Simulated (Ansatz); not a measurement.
# BN: the cost of one run

Method: DFT PBE+D3(BJ), scalar-relativistic, plane waves, PAW, in Ansatz 0.2.0.

4 further runs of the same task are left out: 4 set aside as unsound or not needed.

### Step 1. The system as given

It takes space group R3m (No. 160, trigonal). The conventional cell has a = 2.506 Å, b = 2.506 Å, c = 9.882 Å, α = 90.00°, β = 90.00°, γ = 120.00°. Around B (site symmetry 3m) lie 3 N at 1.45 Å. N (site symmetry 3m) is surrounded by 3 B at 1.45 Å.

Structure file:

```
B N
1.0
     1.25306    0.72345    3.29392
    -1.25306    0.72345    3.29392
     0.00000   -1.44690    3.29392
B N
1 1
Cartesian
  0.0000 0.0000 9.8788
  0.0000 0.0000 3.2880
```

It goes back to an entry of the Materials Project, which need not be the stable form.

This cell was relaxed beforehand with the same method: volume 8.96 Å³/atom, gap on the mesh 4.24 eV.

### Step 2. The cell under 50 GPa

What is minimised here is the enthalpy; the energy can go up as the cell is squeezed.

input.yaml

```yaml
crystal:
  lattice:
    - [1.2530563198, 0.7234524035, 3.2939237303]
    - [-1.2530563198, 0.7234524035, 3.2939237303]
    - [0.0, -1.4469048071, 3.2939237303]
  atoms:
    - { symbol: B, position: [0.9996973422, 0.9996973422, 0.9996973422] }
    - { symbol: "N", position: [0.3327356578, 0.3327356578, 0.3327356578] }
basis:
  ecutwfc: 420
kpoints:
  mp_grid: { grid: [12, 12, 12] }
hamiltonian:
  xc: pbe
  dispersion: d3bj
scf:
  occupations: { method: fixed }
output:
  forces: true
  stress: true
  eigenvalues: true
relax:
  adjacent_minimum: "off"
  f_tol: 0.001
  max_steps: 60
  cell: { stress_tol: 0.02, p_target: 50.0 }
```

On the command line:

```sh
ansatz run input.yaml --threads 1 --pin off --max-ram 3072MiB --backend cpu --events-out ev --progress --plain --runs-dir out
```

What time and memory should one allow on 1 thread of Intel Xeon at 2.50GHz (Skylake/Cascade Lake), shared host?

About 2 min, with a peak of 0.34 GiB.
